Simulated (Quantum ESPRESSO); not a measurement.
# Na under changes of volume

One of the cells (39.256 Å³/atom); the others are scaled copies at fixed shape and fractional positions:

```xyz
1
Lattice="-2.1410 2.1410 2.1410 2.1410 -2.1410 2.1410 2.1410 2.1410 -2.1410" Properties=species:S:1:pos:R:3 pbc="T T T"
Na    0.0000    0.0000    0.0000
```

- Program: Quantum ESPRESSO 7.5
- Functional: r2SCAN
- Potentials or basis: SG15 PBE 1.2
- Cutoff: 952 eV
- Density cutoff: 3810 eV
- k mesh: 7 × 7 × 7
- Occupations: fermi-dirac, width 0.05 eV
- Spin: no spin polarisation

```csv
volume (Å³/atom),energy over the lowest point (meV/atom),pressure (GPa)
36.901,1.63,0.1
37.686,0.39,-0.1
38.471,0.00,-0.2
39.256,0.37,-0.4
40.041,?,?
40.827,3.04,-0.6
41.612,5.21,-0.7
```

**Question.** What does the run at 40.041 Å³/atom give?

**Answer.** Energy over the lowest point 1.42 meV/atom; pressure -0.5 GPa.

Worked out: A Birch-Murnaghan fit of order 3 (a polynomial in V^(-2/3)) to the other rows has its minimum at 38.47 Å³/atom with B0 = V·E''(V) = 7.5 GPa and B' = 4.7. It gives 1.40 meV/atom at 40.041 Å³/atom, against the run's 1.42, and -dE/dV = -0.3 GPa, against -0.5.

Energies are extrapolated to zero smearing.

Caveats: the potentials were made for another functional, which shifts forces and pressure.
